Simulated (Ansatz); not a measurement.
Input and command of a calculation in Ansatz (plane waves; scalar-relativistic PAW potentials unless the input names others):

```yaml
crystal:
  lattice:
    - [0.0, 2.2708984875, 2.2708984875]
    - [2.2708984875, 0.0, 2.2708984875]
    - [2.2708984875, 2.2708984875, 0.0]
  atoms:
    - { symbol: Zr, position: [0.0, 0.0, 0.0] }
    - { symbol: "N", position: [0.5, 0.5, 0.5] }
kpoints:
  mp_grid: { grid: [16, 16, 16] }
hamiltonian:
  xc: r2scan
scf:
  occupations: { method: fermi_dirac, width: 0.15 }
  lower_state_search: "off"
output:
  forces: true
  eigenvalues: true
  stress: true
```

```bash
ansatz run input.yaml --threads 1 --pin off --max-ram 3072MiB --backend cpu --events-out ev --progress --plain --runs-dir out
```

Abridged log:
```
Basis set: ecut = 500 eV, 609 PW (Γ), exchange–correlation on 96×96×96 points (64 copies of the dense FFT grid, shifted against one another)
Bands: 13, of which v1, the nominal top of the filled ones, is band 9 counted from 1 (8 counted from 0)
Symmetry: 48 space group operations
k-points: 145 of 4096
SCF iter   1: F=-4583.706573 eV  HF=-4583.650901 eV  |F-HF|=5.57e-2  |Δ(HF+E_count)|=         —  Δρ=1.21e-2  dr2=4.06e-2  dr2_τ=1.27e-1  ethr=1.77e-3  ⟨swp⟩=5.0  Hψ=10024  notcnv=0
SCF iter   2: F=-4583.723728 eV  HF=-4583.729291 eV  |F-HF|=5.56e-3  |Δ(HF+E_count)|=   7.84e-2  Δρ=7.22e-3  dr2=1.15e-2  dr2_τ=5.51e-4  ethr=2.39e-4  ⟨swp⟩=2.0  Hψ=4930  notcnv=0
SCF iter   3: F=-4583.727711 eV  HF=-4583.728444 eV  |F-HF|=7.33e-4  |Δ(HF+E_count)|=   8.48e-4  Δρ=2.06e-3  dr2=9.98e-4  dr2_τ=8.16e-5  ethr=6.74e-5  ⟨swp⟩=2.3  Hψ=3305  notcnv=0
SCF iter   4: F=-4583.728199 eV  HF=-4583.728312 eV  |F-HF|=1.13e-4  |Δ(HF+E_count)|=   1.32e-4  Δρ=8.17e-4  dr2=1.77e-4  dr2_τ=2.28e-5  ethr=5.87e-6  ⟨swp⟩=2.0  Hψ=3107  notcnv=0
SCF iter   5: F=-4583.728259 eV  HF=-4583.728285 eV  |F-HF|=2.54e-5  |Δ(HF+E_count)|=   2.71e-5  Δρ=4.02e-4  dr2=4.47e-5  dr2_τ=6.69e-7  ethr=1.04e-6  ⟨swp⟩=1.1  Hψ=2494  notcnv=0
SCF iter   6: F=-4583.728279 eV  HF=-4583.728281 eV  |F-HF|=1.73e-6  |Δ(HF+E_count)|=   4.01e-6  Δρ=1.02e-4  dr2=2.99e-6  dr2_τ=4.46e-8  ethr=2.63e-7  ⟨swp⟩=2.2  Hψ=2410  notcnv=0
SCF iter   7: F=-4583.728281 eV  HF=-4583.728281 eV  |F-HF|=2.80e-9  |Δ(HF+E_count)|=   2.64e-7  Δρ=7.04e-6  dr2=1.29e-8  dr2_τ=3.85e-10  ethr=5.88e-10  ⟨swp⟩=3.4  Hψ=7738  notcnv=0
SCF 1 converged in 7 iterations: F = -4583.728281 eV  dr2 = 1.29e-8
SCF converged after 7 iterations
Free energy (F): -4583.728281 eV
Harris-Foulkes:  -4583.728281 eV  (|F-HF|=2.80e-9)
Internal energy: -4583.683525 eV  (E = F + TS)
E sigma→0 (E₀):  -4583.705903 eV
Entropy (-TS):   -0.044756 eV (-22.378 meV/atom)
Fermi energy:    18.433869 eV
--- Forces (eV/Å), atoms counted from 1 ---
  atom   1  Zr     0.00000000     0.00000000     0.00000000
  atom   2  N      0.00000000     0.00000000     0.00000000
--- Stress (GPa, compression-positive) ---
        8.283366       0.000000       0.000000
        0.000000       8.283366       0.000000
        0.000000       0.000000       8.283366
  P = ⅓ Tr σ = 8.2834 GPa (82.834 kbar)
```

Apart from outputs, empty bands and the relaxation, which only the reference makes, the input differs from a reference run on usual settings in hamiltonian.xc: "lda" → "r2scan"; scf.lower_state_search: not typed → "off"; basis.ecutwfc: 420 → not typed. The reference, at the same geometry, ended its own course with pressure -3.00 GPa, largest force 0.000 eV/Å, no gap on the mesh. This run converged in 7 SCF iterations with a total energy on another zero, pressure 8.28 GPa, largest force 0.000 eV/Å, no gap on the mesh.

The run took 14 s on 1 thread of AMD EPYC 7571, on a shared host, peak memory 0.45 GiB.